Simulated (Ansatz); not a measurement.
Worked example: self-consistent single point of BeO (P6_3mc, 8 atoms in the cell) in Ansatz (a program for electronic structure)

Method: PBE (plane waves, PAW; Ansatz).

Input:

Ansatz 0.2 input:
```yaml
crystal:
  lattice:
    - [2.717311, 0.000000, 0.000000]
    - [-1.358656, 2.353261, 0.000000]
    - [0.000000, 0.000000, 8.895781]
  atoms:
    - { symbol: Be, position: [0.000000, 0.000000, 0.000000] }
    - { symbol: Be, position: [0.000000, 0.000000, 0.500000] }
    - { symbol: Be, position: [0.666667, 0.333333, 0.750180] }
    - { symbol: Be, position: [0.333333, 0.666667, 0.250180] }
    - { symbol: O, position: [0.000000, 0.000000, 0.812160] }
    - { symbol: O, position: [0.000000, 0.000000, 0.312160] }
    - { symbol: O, position: [0.666667, 0.333333, 0.563290] }
    - { symbol: O, position: [0.333333, 0.666667, 0.063290] }
basis:
  ecutwfc: 420.0
kpoints:
  mp_grid: { grid: [14, 14, 4] }
hamiltonian:
  xc: pbe
  pseudopotentials: { kind: paw }
scf:
  occupations: { method: gaussian, width: 0.2 }
output:
  forces: true
  eigenvalues: true
  stress: true
```

Log, with long lists cut:

```
WARN the atoms were moved onto the symmetric positions of the space group found under crystal.symmetry.tolerance 1.0e-5 (fractional …
WARN ansatz: RAYON_NUM_THREADS=1 ignored (pool sized by the plan → 1); use --threads N
Pseudopotentials: kind: paw
Pseudopotential: Be, paw, valence charge 2
Pseudopotential: O, paw, valence charge 6
Crystal: 8 atoms, lattice volume = 56.884 Å³
Basis set: ecut = 420 eV, 1103 PW (Γ), exchange–correlation on 40×40×120 points (8 copies of the dense FFT grid, shifted against one another)
Bands: 24, of which v1, the nominal top of the filled ones, is band 16 counted from 1 (15 counted from 0)
Symmetry: 12 space group operations
Space group: P63mc (ITA 186), of the structure as read, at distance tolerance 3.8e-5 Å
k-points: 72 of 784 (time reversal used)
Initial density: superposition of atomic densities (neutral atoms: chi_scale 0, normalization atom), corrected by the library's trained network
Initial wavefunctions: pseudopotential atomic-orbital guess
Eigensolver: davidson
Functional: x = pbe(κ = 0.804, μ = 0.2195149727645171), c = pbe(β = 0.06672455060314922)
SCF iter   1: F=—  HF=-2652.776899 eV  |F-HF|=—  |Δ(HF+E_count)|=         —  Δρ=1.11e-3  dr2=3.07e-4  ethr=1.77e-3  ⟨swp⟩=6.3  Hψ=8949  notcnv=0
all-band conjugate gradients solve this SCF's bands
preconditioner: auto → none
SCF iter   2: F=—  HF=-2652.777911 eV  |F-HF|=—  |Δ(HF+E_count)|=   1.01e-3  Δρ=4.78e-4  dr2=5.40e-5  ethr=9.60e-7  ⟨swp⟩=2.0  Hψ=3424  notcnv=0
SCF iter   3: F=—  HF=-2652.778469 eV  |F-HF|=—  |Δ(HF+E_count)|=   5.58e-4  Δρ=2.18e-4  dr2=1.64e-5  ethr=1.69e-7  ⟨swp⟩=2.0  Hψ=2410  notcnv=0
SCF iter   4: F=—  HF=-2652.778465 eV  |F-HF|=—  |Δ(HF+E_count)|=   4.19e-6  Δρ=4.44e-5  dr2=6.79e-7  ethr=5.12e-8  ⟨swp⟩=2.0  Hψ=2314  notcnv=0
iter 5 did not close the SCF: its close was put off for the readings that it lacked (scf_convergence_deferred on its scf_iter line)
SCF iter   5: F=-2652.778464 eV  HF=-2652.778464 eV  |F-HF|=9.71e-9  |Δ(HF+E_count)|=   1.15e-7  Δρ=1.35e-5  dr2=5.27e-8  ethr=2.12e-9  ⟨swp⟩=2.8  Hψ=2691  notcnv=0
SCF iter   6: F=-2652.778464 eV  HF=-2652.778464 eV  |F-HF|=1.19e-9  |Δ(HF+E_count)|=  7.91e-10  Δρ=1.90e-6  dr2=1.54e-9  ethr=1.65e-10  ⟨swp⟩=6.3  Hψ=7416  notcnv=0
SCF 1 converged in 6 iterations: F = -2652.778464 eV  dr2 = 1.54e-9
SCF converged after 6 iterations
Free energy (F): -2652.778464 eV
Harris-Foulkes:  -2652.778464 eV  (|F-HF|=1.19e-9)
Internal energy: -2652.778464 eV  (E = F + TS)
E sigma→0 (E₀):  -2652.778464 eV
Fermi energy:    9.210944 eV
--- Per-component energies (eV) ---
  E_band       = -19.764298
  E_kinetic    = 795.054023
  E_local      = -1372.730162  (includes V_loc(G=0)·N_el)
  E_nonlocal   = 210.413526
  E_hartree    = 481.261308
  E_xc         = -376.703196
  E_vxc        = -463.238378  (∫ρ·V_xc dr)
  E_paw        = -873.379589  (= ΣΔE_a)
  E_vpaw       = -151.795722  (= ΣTr[D̂ρ^β])
  E_aug_tail   = 0.010096  (compensation charges beyond the density's cutoff)
  E_ewald      = -1516.704471
  E_smearing   = -0.000000  (= −TS)
  E_closure    = 0.000000  (closes the sum)
  Σ components = -2652.778464   (vs F -2652.778464, Δ=0.00e0)
--- Forces (eV/Å), atoms counted from 1 ---
  atom   1  Be    -0.00000000     0.00000000     0.15437926
  atom   2  Be     0.00000000    -0.00000000     0.15437926
  atom   3  Be    -0.00000000     0.00000000    -0.04757192
  atom   4  Be     0.00000000    -0.00000000    -0.04757192
  atom   5  O      0.00000000     0.00000000     0.11058311
  atom   6  O      0.00000000    -0.00000000     0.11058311
  atom   7  O      0.00000000    -0.00000000    -0.21745417
  atom   8  O     -0.00000000     0.00000000    -0.21745417
  max |Σ_I F_I| component: 1.27e-4 eV/Å
--- Stress (GPa, compression-positive) ---
       -2.448338       0.000000      -0.000000
        0.000000      -2.448338       0.000000
       -0.000000       0.000000      -4.083678
  P = ⅓ Tr σ = -2.9935 GPa (-29.935 kbar)
  The stress holds the Pulay correction. Without it, at fixed plane waves, as pw.x and ABINIT print it: P = -3.8516 GPa
--- Band table (eV; the first three rows and the last of 72) ---
  k-point 0: bands = ["-12.8984", "-12.2059", "-12.1292", "-11.2261", "-0.4505", "2.2151", "2.2868", "4.6967", "4.6967", "5.0675", "5.0675", "5.1667", "5.1667", "5.5314", "5.5804", "5.5804", "12.8376", "14.9089", "15.2052", "17.0608", "19.7060", [...]
  k-point 1: bands = ["-12.8480", "-12.4678", "-11.8378", "-11.3088", "-0.2486", "1.1927", "3.3801", "4.7269", "4.7269", "4.9453", "4.9453", "5.2279", "5.2946", "5.2946", "5.5432", "5.5432", "13.0493", "14.2890", "15.7982", "16.8853", "19.7916", [...]
  k-point 2: bands = ["-12.7004", "-12.7004", "-11.5321", "-11.5321", "0.3259", "0.3259", "4.4365", "4.4365", "4.8137", "4.8137", "4.8137", "4.8137", "5.4411", "5.4411", "5.4411", "5.4411", "13.5895", "13.5895", "16.4265", "16.4265", "19.9007", [...]
  k-point 71: bands = ["-10.9026", "-10.9026", "-10.7770", "-10.7770", "0.4977", "0.4977", "1.4862", "1.4862", "1.7160", "1.7160", "2.4815", "2.4815", "3.6606", "3.6606", "3.9663", "3.9663", "15.2129", "15.2129", "17.2900", "17.2900", "18.4213", [...]
```

The run converged in 6 iterations.

The starting cell was generated: these elements placed on a structure prototype, without a prior relaxation; it need not be a known phase or ordering of this composition. Its lattice was rescaled by a random factor within 2.5 % of one. Ansatz's pressure includes its estimate of the finite-basis (Pulay) stress. Without the estimate this run gives -3.85 GPa.
